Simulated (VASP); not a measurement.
Runs of VASP 6.6.1 on B. The structure is hexagonal, space group P6_3/mmc (No. 194). The conventional cell has a = 1.762 Å, b = 1.762 Å, c = 21.866 Å, α = 90.00°, β = 90.00°, γ = 120.00°. B (site symmetry -3m) is surrounded by 6 B at 1.76 Å. B (site symmetry -6m2) has 6 B at 1.76 Å as nearest neighbours. This isn't the form of B at room conditions, which is rhombohedral.

| cell | k mesh | gap on the mesh (eV) | pressure (GPa) |
| --- | --- | --- | --- |
| P6_3/mmc, 14.69 Å³/atom | 23 × 23 × 2 | none | (a) |
| P6_3/mmc, 14.15 Å³/atom | 23 × 23 × 2 | none | -5.3 |
| P6_3/mmc, 13.06 Å³/atom | 23 × 23 × 2 | none | 4.2 |
| P6_3/mmc, 13.6 Å³/atom | 27 × 27 × 2 | none | -0.6 |

Alike in all rows: task single point; level BLYP; potentials or basis VASP PAW PBE potentials, release 64 (B); no spin polarisation; cutoff (eV) 520; smearing fermi-dirac 0.1 eV.

**Question.** Estimate the missing entries.

**Answer.** (a) -8.8.

Caveats: the PAW data sets were made with another functional, which shifts forces and pressure a little; this functional lacks dispersion, which binds the layers, so the pressure and a relaxed spacing across them are unreliable.

A gap of «none» marks a metal or a gap under the smearing width.
